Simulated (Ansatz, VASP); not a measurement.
# Te in VASP and in Ansatz

Contents of INCAR:

```
PREC = Accurate ; ENCUT = 520
EDIFF = 1E-7 ; ISMEAR = -1
SIGMA = 0.05 ; LREAL = F
LASPH = T ; NELM = 80
ALGO = Normal ; ISIF = 2
LWAVE = F ; LCHARG = F
GGA = PE ; NBANDS = 16
```

The input KPOINTS:

```
regular mesh
0
Gamma
  7 7 5
```

The input POSCAR:

```
Te
1.0
    3.8952160867     -2.1903349161      0.0000000000
    3.8952160867      2.1903349161      0.0000000000
   -0.0961401773      0.0000000000      6.0932986579
Te
3
Direct
    0.0000000000      0.0000000000      0.0000000000
    0.3094466100      0.3094466100      0.3388094900
    0.6905533900      0.6905533900      0.6611905100
```

input.yaml

```yaml
crystal:
  lattice:
    - [3.8952160867, -2.1903349161, 0.0]
    - [3.8952160867, 2.1903349161, 0.0]
    - [-0.0961401773, 0.0, 6.0932986579]
  atoms:
    - { symbol: Te, position: [0.0, 0.0, 0.0] }
    - { symbol: Te, position: [0.30944661, 0.30944661, 0.33880949] }
    - { symbol: Te, position: [0.69055339, 0.69055339, 0.66119051] }
hamiltonian:
  xc: pbe
  pseudopotentials: { kind: paw }
kpoints:
  mp_grid: { grid: [7, 7, 5] }
scf:
  occupations: { method: fermi_dirac, width: 0.05 }
output:
  forces: true
  stress: true
  eigenvalues: true
  write_density: true
  write_potential: true
  elf: true
  volumetric_format: npy
```

Change from the starting cell: volume scaled by 1.06.

Alike in both runs: task single point; functional PBE; k mesh 7 × 7 × 5; occupations fermi-dirac, width 0.05 eV; no spin polarisation.

|  | VASP | Ansatz |
| --- | --- | --- |
| version | VASP 6.6.1 | Ansatz 0.2.0 |
| potentials or method | VASP PAW PBE potentials, release 64 (Te) | Ansatz PAW |
| plane-wave cutoff (eV) | 520 | 420 |
| valence electrons in the cell | 18 | 48 |

|  | VASP | Ansatz | Ansatz less VASP |
| --- | --- | --- | --- |
| gap on the k mesh at the Fermi level (eV) | 0.09 | 0.09 | -0.001 |
| least direct gap on the mesh (eV) | 0.22 | 0.22 | +0.001 |
| pressure (GPa) | -2.0 | -2.0 | +0.04 |
| largest component of the traceless stress (GPa) | 0.61 | 0.61 | 0.000 |
| rms of the force components (eV/Å) | 0.022 | 0.022 | +0.0008 |

Atom by atom the forces differ by 0.001 eV/Å (rms over components). The two sets of potentials don't hold the same shells in valence.

Caveats: spin-orbit coupling is left out, which moves the levels of the heavy elements (VASP); an odd mesh through Γ misses points on the zone boundary, where band edges often lie (VASP).
